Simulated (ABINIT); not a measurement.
# GaN: single point with PBE

**What was measured.**

From “Studying electronic properties in GaN without electrical contacts using γ-γ vs e−-γ Perturbed Angular Correlations”, 2019, pmc:6823545, for a bulk crystal of GaN: band gap 3.503 ± 0.005 eV (direct).

Crystal: GaN.

```
Ga N
1.0
     3.18000    0.00000    0.00000
    -1.59000    2.75396    0.00000
     0.00000    0.00000    5.16600
Ga N
2 2
Direct
  0.66667 0.33333 0.50000
  0.33333 0.66667 0.00000
  0.66667 0.33333 0.87500
  0.33333 0.66667 0.37500
```

```
Program             : ABINIT 10.8.3 (patched build)
Task                : single point
Functional          : PBE
Potentials or basis : Ansatz PAW PBE default generated set, frozen core
Cutoff              : 435 eV
k mesh              : 10 × 10 × 5
Occupations         : fermi-dirac, width 0.05 eV
Spin                : no spin polarisation
```

The pressure is 7.0 GPa, the largest force is 0.137 eV/Å and the band gap on the k mesh is 1.97 eV, direct.

Forces in eV/Å, atoms in the order of the input:
```
Ga   0.000  0.000 -0.137
Ga   0.000  0.000 -0.137
N    0.000  0.000  0.137
N    0.000  0.000  0.137
```

Stress tensor (GPa, compression positive):
```
6.26 0.00 0.00
0.00 6.26 0.00
0.00 0.00 8.41
```

Levels at points of the mesh, in eV from the valence-band top:
```tsv
k point	band 16	band 17	band 18	band 19	band 20	band 21
(0.00, 0.00, 0.00)	-0.06	0.00	0.00	1.97	4.30	9.26
(0.50, 0.00, 0.00)	-2.78	-2.26	-0.99	5.08	5.61	6.08
```

Run time: 77 s on 1 thread of Arm Neoverse V1 (shared host), peak memory 0.27 GiB.

Against the measured gap of GaN, 3.503 eV (direct; quoted in “Studying electronic properties in GaN without electrical contacts using γ-γ vs e−-γ Perturbed Angular Correlations”, 2019, pmc:6823545), the calculated 1.97 eV is off by -1.54 eV. Spin-orbit coupling on Ga is left out. The value is that of PBE, without temperature or zero-point motion. Semilocal functionals fall short of measured gaps as a rule.

Caveat: the atomic spheres overlap.
